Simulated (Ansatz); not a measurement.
**InSb: an elastic constant from a strain scan**

All numbers below come from Ansatz, DFT PBEsol, scalar-relativistic, plane waves, PAW. Cutoff 420 eV, Γ-centred 12×12×12 k-points, Gaussian smearing of 0.15 eV. No spin polarisation. Energies are free energies at this smearing, counted from the undisturbed cell; pressure is positive in compression.

The starting cell (as given, not relaxed at this level; it stands at 0.8 GPa):

```
In Sb
1.0
     0.00000    3.23910    3.23910
     3.23910    0.00000    3.23910
     3.23910    3.23910    0.00000
In Sb
1 1
Direct
  0.00000 0.00000 0.00000
  0.75000 0.75000 0.75000
```

The cell is strained by ε times the Voigt pattern (0, 0, 1, 0, 0, 0) (xx, yy, zz, yz, xz, xy; engineering shear) with fractional coordinates fixed. The cell holds 2 atoms in V0 = 67.97 Å³. The stress column is τ = (1/V0) dE/dε, got from the stress tensor σ (compression positive) at each point as −det(1 + εP) σ : P(1 + εP)⁻¹, with P the pattern as a tensor.

| ε | ΔE (meV/atom) | τ (GPa) |
| --- | --- | --- |
| -0.0400 | 18.561 | -3.575 |
| -0.0300 | 11.727 | -2.869 |
| -0.0200 | 6.379 | -2.177 |
| -0.0100 | 2.480 | -1.501 |
| 0.0000 | 0.000 | -0.842 |
| 0.0100 | -1.105 | -0.198 |
| 0.0200 | -0.859 | 0.428 |
| 0.0300 | 0.699 | 1.038 |
| 0.0350 | 1.959 | 1.337 |
| 0.0400 | ? | ? |

**Question.** Which combination of elastic constants does this scan measure, and how large is it?

**Answer.** For small ε, τ = τ0 + Kε with K = pᵀCp, which for this pattern is C11 in the cubic axes. The parabola through τ at ε = -0.0100, 0 and 0.0100 has slope K = 65 GPa at zero. The energies per cell, E = NΔE, of the same two points give K = 2[E(ε₊)/ε₊ − E(ε₋)/ε₋]/[(ε₊ − ε₋)V0] = 65 GPa, in agreement.

**Question.** Predict the withheld row at ε = 0.0400 from the harmonic law, and compare.

**Answer.** ΔE = V0(τ0 ε + Kε²/2)/N = 3.913 meV/atom and τ = 1.76 GPa. The calculation gives 3.532 meV/atom and 1.63 GPa: the energy lies 10 % below the harmonic value, as bonds soften when stretched.

In a metal these slopes depend on the k mesh and the smearing.